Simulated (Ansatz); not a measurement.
## Understanding KBr from first principles

**The experiment.** The Crystallography Open Database holds a cell as deposited of cubic KBr (space group Fm-3m), temperature not stated (1969, doi:10.1177/000271625731300103): a = 6.585 Å, 35.69 Å³/atom.

Computed with Ansatz (plane waves, PAW, 500 eV cutoff): r²SCAN, scalar-relativistic, no spin polarisation, Γ-centred 6×6×6 mesh, 0.05 eV Gaussian smearing; PAW files: Ansatz's generated set soft_2.

The chain of runs began from a cell as deposited in COD, expanded in volume. Of that entry: the entry's cell lengths or inner coordinates differ somewhat from later room-temperature determinations.

The relaxed structure (symmetry read at 0.01 Å). It takes space group Fm-3m (No. 225, cubic). The conventional cell has a = 6.608 Å, b = 6.608 Å, c = 6.608 Å, α = 90.00°, β = 90.00°, γ = 90.00°. Around K (site symmetry m-3m) lie 6 Br at 3.30 Å. Around Br (site symmetry m-3m) lie 6 K at 3.30 Å. (Shells end 15 % past the nearest neighbour.)

Results at this level of theory:

* Volume: 36.07 Å³/atom
* Band gap: 5.07 eV
* Smallest direct gap: 5.07 eV
* Bader charges: K 0.84; Br -0.84 e
* Formation energy from the elements (0 K, uncorrected): -1.99 eV/atom

Task: Should it be a metal or an insulator?

Result: Formal charges K⁺, Br⁻ balance and leave closed shells on every ion, so a band insulator is expected, and the gap is 5.07 eV.

It is direct, 5.07 eV. Within 0.6 eV of the edges the projected states are 99 % Br 4p at the top of the valence band and 76 % K 4s at the bottom of the conduction band. The lowest excitation takes an electron from Br back to K, as in ionic insulators.

Task: What fixes the bond lengths?

Result: Shannon's ionic radii give a check on the bond lengths: K⁺ with 6 neighbours 1.38 Å + Br⁻ 1.96 Å = 3.34 Å against a computed mean of 3.30 Å. Sums and bonds agree within 3 %, so ion sizes set the bond lengths.

Bader charges against formal ones: K +0.84 (+1), Br −0.84 (−1). The cations give up 84 % of the formal charge; Bader charges stay under formal ones because the anions' density reaches into the cations' basins, though a share this high marks a strongly ionic bond.

**Against experiment.** r²SCAN gives 6.608 Å and 36.07 Å³/atom, +1.1 % in volume (+0.4 % in length) from the database's cell. The static lattice lacks zero-point motion and thermal expansion, so this level's own overestimate is larger than the figure.

Kohn–Sham gaps of semilocal functionals lie under measured ones, often by a third or more.
